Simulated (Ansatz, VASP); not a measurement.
Au: VASP beside Ansatz

File INCAR:

```
SYSTEM = Au
PREC     = Accurate       ! precision mode
ENCUT    = 600            ! plane-wave cutoff, eV
EDIFF    = 1E-6           ! SCF threshold, eV
ISMEAR   = 0              ! smearing method
SIGMA    = 0.1            ! smearing width, eV
LREAL    = .False.        ! projectors in reciprocal space
LASPH    = .True.         ! aspherical terms in the spheres
NELM     = 60             ! most SCF steps
ALGO     = Fast           ! electronic algorithm
ISIF     = 3              ! what is computed and relaxed
LWAVE    = .False.        ! write WAVECAR
LCHARG   = .False.        ! write CHGCAR
GGA      = PS             ! functional
IBRION   = 2              ! ionic algorithm
NSW      = 100            ! ionic steps
EDIFFG   = -0.005         ! ionic threshold
```

File KPOINTS:

```
regular mesh
0
Gamma
  18 18 18
  0 0 0
```

Contents of POSCAR:

```
Au
1.0
    0.0000000000      2.0455000000      2.0455000000
    2.0455000000      0.0000000000      2.0455000000
    2.0455000000      2.0455000000      0.0000000000
Au
1
Direct
    0.0000000000      0.0000000000      0.0000000000
```

Input for Ansatz:

```yaml
crystal:
  lattice:
    - [0.0, 2.0455, 2.0455]
    - [2.0455, 0.0, 2.0455]
    - [2.0455, 2.0455, 0.0]
  atoms:
    - { symbol: Au, position: [0.0, 0.0, 0.0] }
basis:
  ecutwfc: 420
kpoints:
  mp_grid: { grid: [18, 18, 18] }
hamiltonian:
  xc: pbesol
scf:
  occupations: { method: gaussian, width: 0.1 }
output:
  forces: true
  stress: true
  eigenvalues: true
relax:
  adjacent_minimum: "off"
  f_tol: 0.005
  max_steps: 80
  cell: { stress_tol: 0.05 }
```

Alike in both runs: task relaxation of cell and atoms; functional PBEsol; k mesh 18 × 18 × 18; occupations gaussian, width 0.1 eV; no spin polarisation.

```csv
,VASP,Ansatz
version,VASP 6.6.1,Ansatz 0.2.0
potentials or method,"VASP PAW PBE potentials, release 64 (Au)","scalar-relativistic, plane waves, PAW"
plane-wave cutoff (eV),600,420
valence electrons in the cell,11,19
```

Ansatz gave:

| Item | Value |
| --- | --- |
| gap on the k mesh at the Fermi level, each at its own relaxed structure (eV) | none |
| relaxed volume (Å³/atom) | 17.03 |
| relaxed cell length with the largest relative difference (Å) | 2.888 |

Problem. Estimate VASP's values.

Solution. gap on the k mesh at the Fermi level, each at its own relaxed structure (eV): none; relaxed volume (Å³/atom): 17.01; relaxed cell length with the largest relative difference (Å): 2.887.

A gap of «none» marks a metal or a gap that the smearing closes. The two sets of potentials don't hold the same shells in valence.

Caveats: the PAW data sets were made with another functional, which shifts forces and pressure a little (VASP). Spin-orbit coupling is left out, which matters for the levels of Au.
